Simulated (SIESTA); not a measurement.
Input of a SIESTA 5.4.2 run:

File InAs.fdf:

```
SystemName                      InAs
SystemLabel                     InAs
NumberOfSpecies                 2
NumberOfAtoms                   2
%block ChemicalSpeciesLabel
  1  49 In
  2  33 As
%endblock ChemicalSpeciesLabel

LatticeConstant                 1.0 Ang
%block LatticeVectors
     0.0000000000     3.0180000000     3.0180000000
     3.0180000000     0.0000000000     3.0180000000
     3.0180000000     3.0180000000     0.0000000000
%endblock LatticeVectors
AtomicCoordinatesFormat         Ang
%block AtomicCoordinatesAndAtomicSpecies
     0.0000000000     0.0000000000     0.0000000000  1
     4.5270000000     4.5270000000     4.5270000000  2
%endblock AtomicCoordinatesAndAtomicSpecies

%block kgrid.MonkhorstPack
    8   0   0  0.0
    0   8   0  0.0
    0   0   8  0.0
%endblock kgrid.MonkhorstPack
XC.Functional                   GGA
XC.Authors                      PBE
PAO.BasisSize                   DZP
PAO.EnergyShift                 0.003 Ry
Mesh.Cutoff                     500 Ry
OccupationFunction              FD
ElectronicTemperature           0.05 eV
MaxSCFIterations                120
SCF.MustConverge                false
SCF.Mixer.Method                Pulay
SCF.Mixer.Weight                0.25
SCF.Mixer.History               8
SCF.DM.Tolerance                5.0e-05
SCF.H.Tolerance                 1.0e-03 eV
WriteForces                     true
Charge.Mulliken                 end
%block PAO.Basis
  In 4
  n=5 0 2
    6.996 0.000
  n=5 1 2
    9.500 0.000
  n=4 2 2
    4.106 0.000
  n=5 2 1
    9.500
  As 4
  n=4 0 2
    5.512 0.000
  n=4 1 2
    7.356 0.000
  n=3 2 2
    2.890 0.000
  n=4 2 1
    7.356
%endblock PAO.Basis
```

Potentials or basis: PseudoDojo 0.5 standard (PBE files), DZP (energy shift 0.003 Ry; two zetas on semicore shells).

The run is started by

```bash
$ siesta < InAs.fdf > InAs.out 2>&1
```

**Question.** Predict the band gap on the k mesh.

**Answer.** None (metal or under the smearing width).

**Question.** Predict the pressure.

**Answer.** 4.4 GPa.

Caveat: the basis of atomic orbitals isn't converged, which shifts pressures, moduli and gaps.

**Measured values to compare with.**

From a printed reference work, data compilation, for a bulk crystal of InAs at 4.2 K: band gap 0.418 eV (direct).

Measured gap of InAs: 0.418 eV (direct; 4.2 K; a printed reference work, data compilation). This calculation gives 0.00 eV (-0.42 eV). Spin-orbit coupling on As, In is left out. The value is that of PBE in an atomic basis (PseudoDojo 0.5 standard (PBE files), DZP (energy shift 0.003 Ry; two zetas on semicore shells)), whose error adds to the functional's, on a finite k mesh, which can miss the band edges, without temperature or zero-point motion. Semilocal functionals fall short of measured gaps as a rule.
